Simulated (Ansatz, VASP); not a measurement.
ScAl: VASP beside Ansatz

Contents of POSCAR:

```
ScAl
1.0
    3.3703489700      0.0000000000      0.0000000000
    0.0000000000      3.3703489700      0.0000000000
    0.0000000000      0.0000000000      3.3703489700
Sc Al
1 1
Direct
    0.5000000000      0.5000000000      0.5000000000
    0.0000000000      0.0000000000      0.0000000000
```

Contents of INCAR.step1:

```
PREC = Accurate ; ENCUT = 520
ISMEAR = 0 ; SIGMA = 0.15
LREAL = False ; LASPH = True
NELM = 80 ; NBANDS = 14
GGA = PE ; ALGO = Normal
EDIFF = 1E-4 ; LWAVE = True
LCHARG = False
```

INCAR.step2

```
PREC = Accurate ; ENCUT = 520
EDIFF = 1E-6 ; ISMEAR = 0
SIGMA = 0.15 ; LREAL = False
LASPH = True ; NELM = 80
ALGO = Normal ; ISIF = 2
LWAVE = False ; LCHARG = False
METAGGA = R2SCAN ; LMIXTAU = True
NBANDS = 14 ; ISTART = 1
```

Contents of KPOINTS:

```
regular mesh
0
Gamma
  14 14 14
```

Input for Ansatz:

```yaml
crystal:
  lattice:
    - [3.37034897, 0.0, 0.0]
    - [0.0, 3.37034897, 0.0]
    - [0.0, 0.0, 3.37034897]
  atoms:
    - { symbol: Sc, position: [0.5, 0.5, 0.5] }
    - { symbol: Al, position: [0.0, 0.0, 0.0] }
basis:
  ecutwfc: 500
kpoints:
  mp_grid: { grid: [14, 14, 14] }
hamiltonian:
  xc: r2scan
scf:
  occupations: { method: gaussian, width: 0.15 }
output:
  forces: true
  stress: true
  eigenvalues: true
```

The cell comes from a database or a generator and needn't be the stable form of this composition.

Alike in both runs: task single point; functional r2SCAN; k mesh 14 × 14 × 14; occupations gaussian, width 0.15 eV; no spin polarisation.

```csv
,VASP,Ansatz
version,VASP 6.6.1,Ansatz 0.2.0
potentials or method,"VASP PAW PBE potentials, release 64 (Sc_sv, Al)","scalar-relativistic, plane waves, PAW"
plane-wave cutoff (eV),520,500
valence electrons in the cell,14,14
```

VASP gave:

```
gap on the k mesh at the Fermi level (eV) : none
pressure (GPa)                            : 0.2
```

Problem. Estimate Ansatz's values.

Solution. gap on the k mesh at the Fermi level (eV): none; pressure (GPa): 0.0.

A gap of «none» marks a metal or a gap that the smearing closes.

Caveats: the PAW data sets were made with another functional, which shifts forces and pressure a little (VASP).
